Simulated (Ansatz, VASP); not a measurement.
Al in VASP and in Ansatz

```
Al
1.0
    -1.55246    1.55246    1.80271
     1.55246   -1.55246    1.80271
     1.55246    1.55246   -1.80271
Al
1
Direct
  0.00000 0.00000 0.00000
```

Alike in both runs: task single point; functional PBE; k mesh 22 × 22 × 22; occupations gaussian, width 0.15 eV; no spin polarisation.

|  | VASP | Ansatz |
| --- | --- | --- |
| version | VASP 6.6.1 | Ansatz 0.2.0 |
| potentials or method | VASP PAW PBE potentials, release 64 (Al) | scalar-relativistic, plane waves, PAW |
| plane-wave cutoff (eV) | 520 | 420 |
| valence electrons in the cell | 3 | 3 |

Ansatz gave:

- gap on the k mesh at the Fermi level (eV): none
- pressure (GPa): -2.2
- largest component of the traceless stress (GPa): 4.31

Question: Estimate VASP's values.

Answer: gap on the k mesh at the Fermi level (eV): none; pressure (GPa): -2.2; largest component of the traceless stress (GPa): 4.32.

A gap of «none» marks a metal or a gap that the smearing closes. The functional is the same, so the differences come from potentials, cutoffs and numerics.
